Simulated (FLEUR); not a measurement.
Crystal: BaZrO3.

```
Ba Zr O
1.0
     4.19134    0.00000    0.00000
     0.00000    4.19134    0.00000
     0.00000    0.00000    4.19134
Ba Zr O
1 1 3
Direct
  0.00000 0.00000 0.00000
  0.50000 0.50000 0.50000
  0.50000 0.50000 0.00000
  0.50000 0.00000 0.50000
  0.00000 0.50000 0.50000
```

* Program: FLEUR MaX-R8.1 (later development tree)
* Task: single point
* Functional: PBEsol
* Potentials or basis: all-electron
* Basis: FLAPW
* Kmax: 5.07 1/bohr
* k mesh: 6 × 6 × 6
* Occupations: fermi-dirac, width 0.05 eV
* Spin: no spin polarisation
* Gmax: 15.7 1/bohr
* Muffin-tin radii: Ba 2.66, Zr 2.18, O 1.42 bohr
* lmax: Ba 10, Zr 9, O 8
* lnonsphr: Ba 10, Zr 9, O 8
* Local orbitals a species: Ba 6, Zr 5, O 3
* Max iterations: 60
* Mixing factor: 0.05
* Mixer: Anderson
* Mixer history: 15

On this cell: largest force zero by symmetry; band gap on the k mesh 3.15 eV, indirect (least direct gap 3.35 eV).

The same run follows on a disturbed copy (atoms moved at random, drawn with an rms of 0.05 Å):

```
Ba Zr O
1.0
     4.19134    0.00000    0.00000
     0.00000    4.19134    0.00000
     0.00000    0.00000    4.19134
Ba Zr O
1 1 3
Direct
  0.00020 0.00777 0.99258
  0.50054 0.50828 0.49188
  0.49283 0.50117 0.00047
  0.49436 0.00155 0.50659
  0.99417 0.50599 0.50463
```

Problem. What changes?

Solution. The energy moves by +1.6 meV/atom; largest force 0.274 eV/Å; band gap on the k mesh 3.18 eV, indirect (least direct gap 3.38 eV).

Forces on the atoms (eV/Å):
```
Ba   0.012  0.000 -0.046
Zr  -0.133 -0.135  0.198
O    0.004 -0.015 -0.047
O   -0.008  0.202 -0.060
O    0.124 -0.053 -0.044
```

Caveats: spin-orbit coupling is left out, which moves the levels of the heavy elements.

A k mesh can miss the band edges.
